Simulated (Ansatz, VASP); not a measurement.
## MgO: VASP beside Ansatz

Contents of INCAR:

```
SYSTEM = MgO
ALGO = Normal ; EDIFF = 1E-6
ENCUT = 520 ; GGA = PE
ISIF = 2 ; ISMEAR = 0
LASPH = .True. ; LCHARG = .False.
LREAL = .False. ; LWAVE = .False.
NBANDS = 26 ; NELM = 100
PREC = Accurate ; SIGMA = 0.05
```

The input KPOINTS:

```
k-points
0
Gamma
  9 9 2
  0 0 0
```

The input POSCAR:

```
MgO
1.0
    3.2805263433      0.0000000000      0.0000000000
   -1.6402631717      2.8410191511      0.0000000000
    0.0000000000      0.0000000000     11.3550000000
Mg O
4 4
Direct
    0.3333333333      0.6666666667      0.9694906392
    0.0000000000      0.0000000000      0.2208211786
    0.0000000000      0.0000000000      0.7208211786
    0.6666666667      0.3333333333      0.4694906392
    0.3333333333      0.6666666667      0.7800420079
    0.0000000000      0.0000000000      0.5296443544
    0.0000000000      0.0000000000      0.0296443544
    0.6666666667      0.3333333333      0.2800420079
```

Input for Ansatz:

```yaml
crystal:
  lattice:
    - [3.2805263433, 0.0, 0.0]
    - [-1.6402631717, 2.8410191511, 0.0]
    - [0.0, 0.0, 11.355]
  atoms:
    - { symbol: Mg, position: [0.3333333333, 0.6666666667, 0.9694906392] }
    - { symbol: Mg, position: [0.0, 0.0, 0.2208211786] }
    - { symbol: Mg, position: [0.0, 0.0, 0.7208211786] }
    - { symbol: Mg, position: [0.6666666667, 0.3333333333, 0.4694906392] }
    - { symbol: O, position: [0.3333333333, 0.6666666667, 0.7800420079] }
    - { symbol: O, position: [0.0, 0.0, 0.5296443544] }
    - { symbol: O, position: [0.0, 0.0, 0.0296443544] }
    - { symbol: O, position: [0.6666666667, 0.3333333333, 0.2800420079] }
basis:
  ecutwfc: 520.0
kpoints:
  mp_grid: { grid: [9, 9, 2] }
hamiltonian:
  xc: pbe
  pseudopotentials: { kind: paw, azcp: { folder: soft_1 } }
scf:
  occupations: { method: gaussian, width: 0.05 }
output:
  forces: true
  stress: true
  eigenvalues: true
  write_density: true
  write_potential: true
  elf: true
  volumetric_format: npy
```

Alike in both runs: task single point; functional PBE; k mesh 9 × 9 × 2; occupations gaussian, width 0.05 eV; no spin polarisation.

|  | VASP | Ansatz |
| --- | --- | --- |
| version | VASP 6.6.1 | Ansatz 0.2.0 |
| potentials or method | VASP PAW PBE potentials, release 64 (Mg, O) | scalar-relativistic, plane waves, PAW |
| plane-wave cutoff (eV) | 520 | 520 |
| valence electrons in the cell | 32 | 64 |

```tsv
	VASP	Ansatz	Ansatz less VASP
gap on the k mesh at the Fermi level (eV)	3.03	3.05	+0.020
least direct gap on the mesh (eV)	3.03	3.05	+0.020
pressure (GPa)	-7.0	-6.6	+0.43
largest component of the traceless stress (GPa)	8.02	7.93	-0.093
rms of the force components (eV/Å)	0.156	0.154	-0.0014
```

Atom by atom the forces differ by 0.001 eV/Å (rms over components). The two sets of potentials don't hold the same shells in valence.

Expect the measured gap to be larger: semilocal functionals such as PBE lack the derivative discontinuity.
